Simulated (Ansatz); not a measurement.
The system is TiO2.

```
CELL_PARAMETERS angstrom
-2.97316 3.28737 3.28740
2.97316 -3.28737 3.28740
2.97316 3.28737 -3.28740
ATOMIC_POSITIONS crystal
Ti 0.00000 0.50000 0.00000
Ti 0.00000 0.00000 0.50000
Ti 0.49524 0.24524 0.25000
Ti 0.50475 0.75475 0.75000
O 0.69508 0.69523 0.50015
O 0.69508 0.19493 0.99985
O 0.80452 0.74962 0.05490
O 0.19472 0.74962 0.44510
O 0.80528 0.25038 0.55490
O 0.30492 0.80507 0.00015
O 0.19548 0.25038 0.94510
O 0.30492 0.30477 0.49985
```

The cell is a database's computed one.

Base run:

```yaml
Program: Ansatz 0.2.0
Functional: r2SCAN
Potentials_or_basis: Ansatz PAW
Cutoff: "500 eV (not typed: the program's choice for these potentials)"
k_mesh: 6 × 6 × 6
Occupations: fermi-dirac, width 0.05 eV
Spin: no spin polarisation
```

Its results: band gap on the k mesh 2.16 eV; pressure -6.6 GPa; largest force 0.116 eV/Å.

Q: The run is repeated on the same cell with these changes: functional from r2SCAN to PBE; cutoff from 500 eV (not typed: the program's choice for these potentials) to 420 eV (not typed: the program's choice for these potentials); k mesh from 6 × 6 × 6 to 5 × 5 × 5. What comes out?

A: Band gap on the k mesh 1.84 eV; pressure -1.4 GPa; largest force 0.060 eV/Å.

Several settings changed at once, so the effect can't be laid on one alone.

Caveats: the PAW data sets come from PBE, with cores solved anew for the run's functional, which leaves a small shift of forces and pressure (some runs); odd divisions of the mesh miss points on the zone boundary, where band edges often lie, so the gap on the mesh can be too wide (some runs).
